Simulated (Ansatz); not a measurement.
Structure relaxation of Sn

These are results of Ansatz, DFT PBE, scalar-relativistic, plane waves, PAW, not measurements. Cutoff 420 eV, Γ-centred k mesh, Gaussian smearing, no spin polarisation in the final step.

The start puts Sn on the sites of a reported N cell (P2_13, No. 198), at a guessed volume.

```xyz
4
Lattice="5.4820 0.0000 0.0000 0.0000 5.4820 0.0000 0.0000 0.0000 5.4820" Properties=species:S:1:pos:R:3 pbc="T T T"
Sn    0.1645    0.1645    0.1645
Sn    2.5766    5.3176    2.9055
Sn    2.9055    2.5766    5.3176
Sn    5.3176    2.9055    2.5766
```

Cell and atoms relax at zero pressure; the relaxation can't lower the symmetry of the start. After a coarse first stage the cell is made exact in the group found at 0.06 Å.

Energies count from the standard state of Sn at the same level.

(1) Which crystal results?

(2) What are its volume, energy, density and gap?

## Answers

(1) It keeps P2_13 (No. 198), but not the shape of the type it started on. Conventional cell: a = 4.832 Å. Sn is coordinated by 6 Sn at 3.30 Å and 6 Sn at 3.54 Å.

Space group P2_13 (No. 198). a = 4.832 Å, b = 4.832 Å, c = 4.832 Å, α = 90.00°, β = 90.00°, γ = 90.00°
```
atom site symmetry x y z
  Sn    4a       .3.  0.0175  0.0175  0.0175
```

(2) The volume per atom is 28.20 Å³, the density is 6.99 g/cm³ and the energy over the standard structure is 0.07 eV/atom. The gap on the 10×10×10 mesh is 0 eV (a metal).

The final run used a 10×10×10 mesh on its 4-atom cell and 0.10 eV smearing. The k mesh leaves about 4 meV/atom of noise in metals. A structure relaxed within its symmetry needn't be a true minimum. The steps took roughly 2.7 core-minutes in all.